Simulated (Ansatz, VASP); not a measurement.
This is a calculation of MgB for Ansatz 0.2.0.

Contents of input.yaml:

```yaml
crystal:
  lattice:
    - [2.953053, 0.0, 0.0]
    - [0.0, 2.953053, 0.0]
    - [0.0, 0.0, 2.89515]
  atoms:
    - { symbol: Mg, position: [0.0, 0.0, 0.0] }
    - { symbol: B, position: [0.5, 0.5, 0.5] }
hamiltonian:
  xc: pbe
  pseudopotentials: { kind: paw }
kpoints:
  mp_grid: { grid: [8, 8, 8] }
scf:
  occupations: { method: fermi_dirac, width: 0.05 }
output:
  forces: true
  stress: true
  eigenvalues: true
```

Potentials or basis: Ansatz PAW.

Run with:

```console
$ ansatz run input.yaml --threads 2 --pin off --max-ram 5632MiB --backend cpu --events-out ev --progress --plain --runs-dir out
```

Q: Translate it to VASP 6.6.1. Potentials there: VASP PAW PBE potentials, release 64 (Mg, B).

A: As run (the cutoff follows the program's own potentials):

Contents of INCAR:

```
SYSTEM = MgB
PREC     = Accurate       ! precision mode
ENCUT    = 520            ! plane-wave cutoff, eV
EDIFF    = 1E-6           ! SCF threshold, eV
ISMEAR   = -1             ! smearing method
SIGMA    = 0.05           ! smearing width, eV
LREAL    = .False.        ! projectors in reciprocal space
LASPH    = .True.         ! aspherical terms in the spheres
NELM     = 100            ! most SCF steps
ALGO     = Normal         ! electronic algorithm
ISIF     = 2              ! what is computed and relaxed
LWAVE    = .False.        ! write WAVECAR
LCHARG   = .False.        ! write CHGCAR
GGA      = PE             ! functional
NBANDS   = 10             ! bands
```

Contents of KPOINTS:

```
Automatic mesh
0
Gamma
  8 8 8
  0 0 0
```

The input POSCAR:

```
MgB
1.0
    2.9530530000      0.0000000000      0.0000000000
    0.0000000000      2.9530530000      0.0000000000
    0.0000000000      0.0000000000      2.8951500000
Mg B
1 1
Direct
    0.0000000000      0.0000000000      0.0000000000
    0.5000000000      0.5000000000      0.5000000000
```

Potentials or basis: VASP PAW PBE potentials, release 64 (Mg, B).

Run with:

```console
$ cat potpaw_PBE.64/Mg/POTCAR potpaw_PBE.64/B/POTCAR > POTCAR
$ mpirun -np 1 vasp_std > vasp.out
```

Both were run:

|  | VASP | Ansatz | Ansatz less VASP |
| --- | --- | --- | --- |
| gap on the k mesh at the Fermi level (eV) | none | none | - |
| pressure (GPa) | -2.7 | -2.5 | +0.24 |
| largest component of the traceless stress (GPa) | 0.36 | 0.35 | -0.010 |

A gap of «none» marks a metal or a gap that the smearing closes. With one functional, cell and mesh, what is left measures potentials, basis and numerics. The two sets of potentials don't hold the same shells in valence.
